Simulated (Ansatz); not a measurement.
# CoSi2: energies, forces and stress near the listed structure

How do energy, forces, pressure and gap of CoSi2 change under swapped elements? Each case is one self-consistent run.

Program: Ansatz 0.2.0. Level of theory: DFT PBE, scalar-relativistic, plane waves, PAW. These are calculated values, not measurements.

**1. The structure to begin with**

It takes space group Immm (No. 71, orthorhombic). Conventional cell: a = 2.823 Å, b = 3.324 Å, c = 8.041 Å, α = 90.00°, β = 90.00°, γ = 90.00°. Around Co (site symmetry mmm) lie 10 Si at 2.54 to 2.72 Å and 2 Co at 2.82 Å. Si (site symmetry mm2) has 5 Co at 2.54 to 2.72 Å and 5 Si at 2.59 to 2.61 Å as nearest neighbours.

As a file:

```
Co Si
1.0
    -1.41152    1.66181    4.02032
     1.41152   -1.66181    4.02032
     1.41152    1.66181   -4.02032
Co Si
1 2
Direct
  0.00000 0.00000 0.00000
  0.33865 0.33865 0.00000
  0.66135 0.66135 0.00000
```

It was made, by the change told below, from a structure of the Materials Project.

**2. Substitution of an element, cell strained: Ti → Co, first probe**

The structure above already holds this change against its source: Co takes all sites of Ti, and lengths are scaled by 0.947 as a first guess of the size; strain xx, yy, zz, yz, xz, xy = +1.2, +2.5, +0.8, +0.0, +0.0, +0.0 %; atoms moved by 0.06 Å root mean square, at most 0.07 Å.

The input, input.yaml:

```yaml
crystal:
  lattice:
    - [-1.411518229, 1.6618139594, 4.0203175787]
    - [1.411518229, -1.6618139594, 4.0203175787]
    - [1.411518229, 1.6618139594, -4.0203175787]
  atoms:
    - { symbol: Co, position: [0.0, 0.0, 0.0], spin: 3.0 }
    - { symbol: Si, position: [0.3386450822, 0.3386450822, 0.0] }
    - { symbol: Si, position: [0.6613549178, 0.6613549178, 0.0] }
basis:
  ecutwfc: 420
kpoints:
  mp_grid: { grid: [8, 8, 8] }
hamiltonian:
  xc: pbe
scf:
  occupations: { method: gaussian, width: 0.1 }
  lower_state_search: "off"
output:
  forces: true
  stress: true
  eigenvalues: true
  populations: true
magnetization:
  spin_polarized: true
```

**3. Substitution of an element, cell strained: Ti → Co**

The input, input.yaml:

```yaml
crystal:
  lattice:
    - [-1.411518229, 1.6618139594, 4.0203175787]
    - [1.411518229, -1.6618139594, 4.0203175787]
    - [1.411518229, 1.6618139594, -4.0203175787]
  atoms:
    - { symbol: Co, position: [0.0, 0.0, 0.0] }
    - { symbol: Si, position: [0.3386450822, 0.3386450822, 0.0] }
    - { symbol: Si, position: [0.6613549178, 0.6613549178, 0.0] }
basis:
  ecutwfc: 420
kpoints:
  mp_grid: { grid: [20, 20, 20] }
hamiltonian:
  xc: pbe
scf:
  occupations: { method: gaussian, width: 0.1 }
output:
  forces: true
  stress: true
  eigenvalues: true
```

What does the calculation give? Wanted: for each run, case; energy; pressure; largest force.

**Answer**, as computed:

```
step                                                case  energy (meV/atom)  pressure (GPa)  largest force (eV/Å)  gap on the mesh (eV)
   3  substitution of an element, cell strained: Ti → Co               +0.0            -7.0                  0.43                  0.00
```

Energies are counted from step 3, with the smearing taken to zero. A gap of 0.00 means none on the mesh at this level.

**Reading.** The final runs have no spin polarisation, so no magnetic state was tried and one may lie lower.
